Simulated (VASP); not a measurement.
# CdTe (F-43m) in VASP: further runs, part 2 of 2

VASP 6.6.1. Earlier steps stand in the parts before.

### 3 Band structure, PBEsol

This run uses another cell than the first one, of 34.26 Å³/atom, 0.944 times its volume.

The input, INCAR:

```
PREC = Accurate
ENCUT = 520
EDIFF = 1E-7
ISMEAR = 0
SIGMA = 0.03
LREAL = F
LASPH = T
NELM = 80
ALGO = Fast
ISIF = 2
LWAVE = F
LCHARG = F
GGA = PS
NBANDS = 16
ICORELEVEL = 1
```

The input, KPOINTS:

```
regular mesh
0
Gamma
  8 8 8
```

The input, POSCAR:

```
CdTe                                    
1.0
    0.0000000000      3.2477981882      3.2477981882
    3.2477981882      0.0000000000      3.2477981882
    3.2477981882      3.2477981882      0.0000000000
  Cd              Te            
     1     1
Direct
     0.0000000000000000    0.0000000000000000    0.0000000000000000
     0.2500000000000000    0.2500000000000000    0.2500000000000000
```

The input, KPOINTS_OPT:

```
explicit points
109
Reciprocal
 0.0000000000  0.0000000000  0.0000000000 1
 0.0555555556  0.0000000000  0.0555555556 1
 0.1111111111  0.0000000000  0.1111111111 1
 0.1666666667  0.0000000000  0.1666666667 1
 0.2222222222  0.0000000000  0.2222222222 1
 0.2777777778  0.0000000000  0.2777777778 1
 0.3333333333  0.0000000000  0.3333333333 1
 0.3888888889  0.0000000000  0.3888888889 1
 0.4444444444  0.0000000000  0.4444444444 1
 0.5000000000  0.0000000000  0.5000000000 1
 0.5000000000  0.0000000000  0.5000000000 1
 0.5000000000  0.0277777778  0.5277777778 1
 0.5000000000  0.0555555556  0.5555555556 1
 0.5000000000  0.0833333333  0.5833333333 1
 0.5000000000  0.1111111111  0.6111111111 1
 0.5000000000  0.1388888889  0.6388888889 1
 0.5000000000  0.1666666667  0.6666666667 1
 0.5000000000  0.1944444444  0.6944444444 1
 0.5000000000  0.2222222222  0.7222222222 1
 0.5000000000  0.2500000000  0.7500000000 1
 0.5000000000  0.2500000000  0.7500000000 1
 0.4861111111  0.2638888889  0.7500000000 1
 0.4722222222  0.2777777778  0.7500000000 1
 0.4583333333  0.2916666667  0.7500000000 1
 0.4444444444  0.3055555556  0.7500000000 1
 0.4305555556  0.3194444444  0.7500000000 1
 0.4166666667  0.3333333333  0.7500000000 1
 0.4027777778  0.3472222222  0.7500000000 1
 0.3888888889  0.3611111111  0.7500000000 1
 0.3750000000  0.3750000000  0.7500000000 1
 0.3750000000  0.3750000000  0.7500000000 1
 0.3333333333  0.3333333333  0.6666666667 1
 0.2916666667  0.2916666667  0.5833333333 1
 0.2500000000  0.2500000000  0.5000000000 1
 0.2083333333  0.2083333333  0.4166666667 1
 0.1666666667  0.1666666667  0.3333333333 1
 0.1250000000  0.1250000000  0.2500000000 1
 0.0833333333  0.0833333333  0.1666666667 1
 0.0416666667  0.0416666667  0.0833333333 1
 0.0000000000  0.0000000000  0.0000000000 1
 0.0000000000  0.0000000000  0.0000000000 1
 0.0555555556  0.0555555556  0.0555555556 1
 0.1111111111  0.1111111111  0.1111111111 1
 0.1666666667  0.1666666667  0.1666666667 1
 0.2222222222  0.2222222222  0.2222222222 1
 0.2777777778  0.2777777778  0.2777777778 1
 0.3333333333  0.3333333333  0.3333333333 1
 0.3888888889  0.3888888889  0.3888888889 1
 0.4444444444  0.4444444444  0.4444444444 1
 0.5000000000  0.5000000000  0.5000000000 1
 0.5000000000  0.5000000000  0.5000000000 1
 0.5138888889  0.4722222222  0.5138888889 1
 0.5277777778  0.4444444444  0.5277777778 1
 0.5416666667  0.4166666667  0.5416666667 1
 0.5555555556  0.3888888889  0.5555555556 1
 0.5694444444  0.3611111111  0.5694444444 1
 0.5833333333  0.3333333333  0.5833333333 1
 0.5972222222  0.3055555556  0.5972222222 1
 0.6111111111  0.2777777778  0.6111111111 1
 0.6250000000  0.2500000000  0.6250000000 1
 0.6250000000  0.2500000000  0.6250000000 1
 0.6111111111  0.2500000000  0.6388888889 1
 0.5972222222  0.2500000000  0.6527777778 1
 0.5833333333  0.2500000000  0.6666666667 1
 0.5694444444  0.2500000000  0.6805555556 1
 0.5555555556  0.2500000000  0.6944444444 1
 0.5416666667  0.2500000000  0.7083333333 1
 0.5277777778  0.2500000000  0.7222222222 1
 0.5138888889  0.2500000000  0.7361111111 1
 0.5000000000  0.2500000000  0.7500000000 1
 0.5000000000  0.2500000000  0.7500000000 1
 0.5000000000  0.2777777778  0.7222222222 1
 0.5000000000  0.3055555556  0.6944444444 1
 0.5000000000  0.3333333333  0.6666666667 1
 0.5000000000  0.3611111111  0.6388888889 1
 0.5000000000  0.3888888889  0.6111111111 1
 0.5000000000  0.4166666667  0.5833333333 1
 0.5000000000  0.4444444444  0.5555555556 1
 0.5000000000  0.4722222222  0.5277777778 1
 0.5000000000  0.5000000000  0.5000000000 1
 0.5000000000  0.5000000000  0.5000000000 1
 0.4861111111  0.4861111111  0.5277777778 1
 0.4722222222  0.4722222222  0.5555555556 1
 0.4583333333  0.4583333333  0.5833333333 1
 0.4444444444  0.4444444444  0.6111111111 1
 0.4305555556  0.4305555556  0.6388888889 1
 0.4166666667  0.4166666667  0.6666666667 1
 0.4027777778  0.4027777778  0.6944444444 1
 0.3888888889  0.3888888889  0.7222222222 1
 0.3750000000  0.3750000000  0.7500000000 1
 0.6250000000  0.2500000000  0.6250000000 1
 0.6111111111  0.2222222222  0.6111111111 1
 0.5972222222  0.1944444444  0.5972222222 1
 0.5833333333  0.1666666667  0.5833333333 1
 0.5694444444  0.1388888889  0.5694444444 1
 0.5555555556  0.1111111111  0.5555555556 1
 0.5416666667  0.0833333333  0.5416666667 1
 0.5277777778  0.0555555556  0.5277777778 1
 0.5138888889  0.0277777778  0.5138888889 1
 0.5000000000  0.0000000000  0.5000000000 1
 0.0000000000  0.0000000000  0.0000000000 1
 0.3750000000  0.3750000000  0.7500000000 1
 0.5000000000  0.5000000000  0.5000000000 1
 0.6250000000  0.2500000000  0.6250000000 1
 0.5000000000  0.2500000000  0.7500000000 1
 0.5000000000  0.0000000000  0.5000000000 1
 0.4000000000  0.0000000000  0.4000000000 1
 0.4250000000  0.0000000000  0.4250000000 1
 0.4500000000  0.0000000000  0.4500000000 1
```

Potentials or basis: VASP PAW PBE potentials, release 64 (Cd, Te).

Run with:

```console
cat potpaw_PBE.64/Cd/POTCAR potpaw_PBE.64/Te/POTCAR > POTCAR
mpirun -np 1 vasp_std > vasp.out
```

OUTCAR:

```text
PREC = Accurate
   ENCUT = 520
   EDIFF = 1E-7
   ISMEAR = 0
   LREAL = F
   LASPH = T
   NELM = 80
   ISIF = 2
   GGA = PS

 ion  position               nearest neighbor table
   1  0.000  0.000  0.000-   2 2.81   2 2.81   2 2.81   2 2.81
   2  0.250  0.250  0.250-   1 2.81   1 2.81   1 2.81   1 2.81

  LATTYP: Found a face centered cubic cell.
 ALAT       =     6.4955963764

  Lattice vectors:

 A1 = (   0.0000000000,   3.2477981882,   3.2477981882)
 A2 = (   3.2477981882,   0.0000000000,   3.2477981882)
 A3 = (   3.2477981882,   3.2477981882,   0.0000000000)

Analysis of symmetry for initial positions (statically):
=====================================================================
 Subroutine PRICEL returns:
 Original cell was already a primitive cell.

 Routine SETGRP: Setting up the symmetry group for a
 face centered cubic supercell.

 Subroutine GETGRP returns: Found 24 space group operations
 (whereof 24 operations were pure point group operations)
 out of a pool of 48 trial point group operations.

The static configuration has the point symmetry T_d .

[... 165 lines left out ...]
       3d   -387.6719  4s   -100.0132  4p    -61.0572
   2-  1s -31613.0374  2s  -4840.6189  2p  -4344.0145  3s   -956.8367  3p   -795.4944
       3d   -551.7445  4s   -156.3441  4p   -106.3838  4d    -33.7098

 E-fermi :   2.3412     XC(G=0):  -8.7513

 val. band max:        2.1501137293   @ k =   0.0000   0.0000   0.0000
 cond. band min:       2.7923441283   @ k =   0.0000   0.0000   0.0000
 fundamental gap:      0.6422303991
 Fermi energy:         2.3412425656

 k-point     1 :       0.0000    0.0000    0.0000
  band No.  band energies     occupation
      1      -9.0236      2.00000
      2      -6.0821      2.00000
      3      -6.0821      2.00000
      4      -6.0821      2.00000
      5      -5.8221      2.00000
      6      -5.8221      2.00000
[... 277 lines left out ...]
 k-point    16 :      -0.3750    0.2500    0.0000
  band No.  band energies     occupation

------------------------ aborting loop because EDIFF is reached ----------------------------------------

  FORCE on cell =-STRESS in cart. coord.  units (eV):
  Direction    XX          YY          ZZ          XY          YZ          ZX
  --------------------------------------------------------------------------------------
  -------------------------------------------------------------------------------------
  Total        0.0167231      0.0167231      0.0167231     -0.0000000      0.0000000      0.0000000
  in kB        0.3910487      0.3910487      0.3910487     -0.0000000      0.0000000      0.0000000
  external PRESSURE =       0.3910487 kB  Pullay stress =       0.0000000 kB

 VOLUME and BASIS-vectors are now :
 -----------------------------------------------------------------------------
  energy-cutoff  :      520.00
  volume of cell :       68.52
      direct lattice vectors                 reciprocal lattice vectors
     0.000000000  3.247798188  3.247798188    -0.153950452  0.153950452  0.153950452
     3.247798188  0.000000000  3.247798188     0.153950452 -0.153950452  0.153950452
     3.247798188  3.247798188  0.000000000     0.153950452  0.153950452 -0.153950452

 POSITION                                       TOTAL-FORCE (eV/Angst)
 -----------------------------------------------------------------------------------
      0.00000      0.00000      0.00000         0.000000     -0.000000     -0.000000
      1.62390      1.62390      1.62390        -0.000000      0.000000      0.000000
 -----------------------------------------------------------------------------------
    total drift:                               -0.000000     -0.000000     -0.000000

  FREE ENERGIE OF THE ION-ELECTRON SYSTEM (eV)
  ---------------------------------------------------
  free  energy   TOTEN  =        -5.4895824722 eV

  energy  without entropy=       -5.4895824722  energy(sigma->0) =       -5.48958247
```

OSZICAR:

```text
N       E                     dE             d eps       ncg     rms          rms(c)
DAV:   1     0.101967807295E+03    0.10197E+03   -0.81734E+03   928   0.967E+02
DAV:   2    -0.189712333195E+01   -0.10386E+03   -0.98536E+02  1096   0.238E+02
DAV:   3    -0.570934479553E+01   -0.38122E+01   -0.38050E+01  1160   0.469E+01
[... 38 lines left out ...]
DAV:   8    -0.225026964051E+04   -0.46283E-07      976
       N       E                     dE             ncg
DAV:   1     0.414002463215E+04   -0.11237E+05      704
DAV:   2     0.189884024721E+04   -0.22412E+04      888
DAV:   3     0.182344137957E+04   -0.75399E+02      848
DAV:   4     0.182277968398E+04   -0.66170E+00     1136
DAV:   5     0.182277777731E+04   -0.19067E-02      896
DAV:   6     0.182277772712E+04   -0.50190E-04     1072
DAV:   7     0.182277772585E+04   -0.12660E-05      840
DAV:   8     0.182277772580E+04   -0.50056E-07      808
```

Run time: 73 s. Hardware: 1 thread of Intel Xeon Platinum 8259CL at 2.50GHz (Skylake/Cascade Lake), shared host; peak memory 0.24 GiB.

Results:

```yaml
Free_energy: -5.4896 eV
Pressure: 0.0 GPa
Band_gap_on_the_k_mesh: 0.64 eV, direct
Band_gap_along_the_path: 0.64 eV, direct
```

Levels at the corners of the path, in eV from the valence-band top:
```tsv
point	band 7	band 8	band 9	band 10	band 11	band 12
Γ	0.00	0.00	0.00	0.64	4.55	4.55
X	-4.32	-1.86	-1.86	2.51	2.60	8.69
X	-4.32	-1.86	-1.86	2.51	2.60	8.69
W	-4.19	-2.33	-2.20	4.20	4.59	5.47
W	-4.19	-2.33	-2.20	4.20	4.59	5.47
K	-4.22	-2.56	-1.54	2.81	4.44	7.23
K	-4.22	-2.56	-1.54	2.81	4.44	7.23
Γ	0.00	0.00	0.00	0.64	4.55	4.55
Γ	0.00	0.00	0.00	0.64	4.55	4.55
L	-4.44	-0.77	-0.77	1.73	5.13	5.13
L	-4.44	-0.77	-0.77	1.73	5.13	5.13
U	-4.22	-2.56	-1.54	2.81	4.44	7.23
U	-4.22	-2.56	-1.54	2.81	4.44	7.23
W	-4.19	-2.33	-2.20	4.20	4.59	5.47
W	-4.19	-2.33	-2.20	4.20	4.59	5.47
L	-4.44	-0.77	-0.77	1.73	5.13	5.13
L	-4.44	-0.77	-0.77	1.73	5.13	5.13
K	-4.22	-2.56	-1.54	2.81	4.44	7.23
U	-4.22	-2.56	-1.54	2.81	4.44	7.23
X	-4.32	-1.86	-1.86	2.51	2.60	8.69
```

Core levels (eV, on the scale of the bands):
```
atom                                                                                                levels
1 Cd             1s -26513.9, 2s -3931.1, 2p -3526.4, 3s -727.9, 3p -595.2, 3d -387.7, 4s -100.0, 4p -61.1
2 Te  1s -31613.0, 2s -4840.6, 2p -4344.0, 3s -956.8, 3p -795.5, 3d -551.7, 4s -156.3, 4p -106.4, 4d -33.7
```

Caveat: the PAW data sets were made with another functional, which shifts forces and pressure a little; spin-orbit coupling is left out, which moves the levels of the heavy elements.

### 4 Comparison with measurements

Step 2. Against the measured gap of CdTe, 1.607 eV (0 K; a printed reference work, data compilation), the calculated 0.58 eV is off by -1.03 eV. So large a miss can be the level of theory's own, or it may mean another phase, state or a wrong row. Spin-orbit coupling on Cd, Te is left out. The value is that of PBE, without temperature or zero-point motion. Semilocal functionals fall short of measured gaps as a rule.

Step 3. Measured gap of CdTe: 1.607 eV (0 K; a printed reference work, data compilation). This calculation gives 0.64 eV (-0.96 eV). Spin-orbit coupling on Cd, Te is left out. The value is that of PBEsol, without temperature or zero-point motion. Semilocal functionals fall short of measured gaps as a rule.
